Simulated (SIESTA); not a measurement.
WS2, a slab with vacuum:

```xyz
9
Lattice="3.1830 0.0000 0.0000 -1.5915 2.7565 0.0000 0.0000 0.0000 28.5322" Properties=species:S:1:pos:R:3 pbc="T T T"
W     1.5915    0.9188   12.3933
W     1.5915    0.9188   25.2662
W     0.0000    0.0000   18.8109
S     1.5915    0.9188   17.2513
S     0.0000    0.0000   10.8340
S     0.0000    0.0000   23.7059
S     1.5915    0.9188   20.3706
S     0.0000    0.0000   13.9531
S     0.0000    0.0000   26.8256
```

```yaml
Program: SIESTA 5.4.2
Task: single point
Functional: PBEsol
Potentials_or_basis: PseudoDojo 0.4 standard (PBEsol files)
Basis: DZP (energy shift 0.003 Ry; two zetas on semicore shells)
Grid_cutoff: 800 Ry
Energy_shift: 0.003 Ry
k_mesh: 10 × 10 × 1
Occupations: fermi-dirac, width 0.05 eV
Spin: no spin polarisation
```

On this cell: largest force 0.350 eV/Å; band gap on the k mesh 1.49 eV, indirect (least direct gap 2.15 eV).

The same run follows on a disturbed copy (atoms moved at random, drawn with an rms of 0.05 Å):

```
W S
1.0
     3.18295    0.00000    0.00000
    -1.59148    2.75652    0.00000
     0.00000    0.00000   28.53222
W S
3 6
Direct
  0.67547 0.33419 0.43288
  0.66768 0.33131 0.88425
  0.01387 0.00194 0.65835
  0.64801 0.32412 0.60620
  0.01091 0.00102 0.37905
  0.00994 0.01486 0.82991
  0.66716 0.32954 0.71390
  0.99961 0.02069 0.48802
  0.01872 0.99451 0.93940
```

What changes?

The energy moves by +22.9 meV/atom; largest force 2.401 eV/Å; band gap on the k mesh 1.36 eV, indirect (least direct gap 2.01 eV).

Forces in eV/Å, atoms in the order of the input:
```
W   -0.605  0.588  0.558
W    0.650  0.420  0.359
W   -1.478 -0.595  1.797
S    1.122  0.442 -1.864
S   -0.056 -0.027 -0.733
S   -0.035 -0.474 -0.527
S    0.354  0.157  0.068
S    0.661 -0.563  0.237
S   -0.615  0.052  0.107
```

Stress tensor (GPa, compression positive):
```
 0.51  0.41 -0.57
 0.41 -0.22 -0.28
-0.57 -0.28  2.93
```

Caveats: short orbitals over semicore shells can move pressures by several GPa; spin-orbit coupling is left out, which moves the levels of the heavy elements; the basis of atomic orbitals isn't converged, which shifts pressures, moduli and gaps.

A k mesh can miss the band edges.
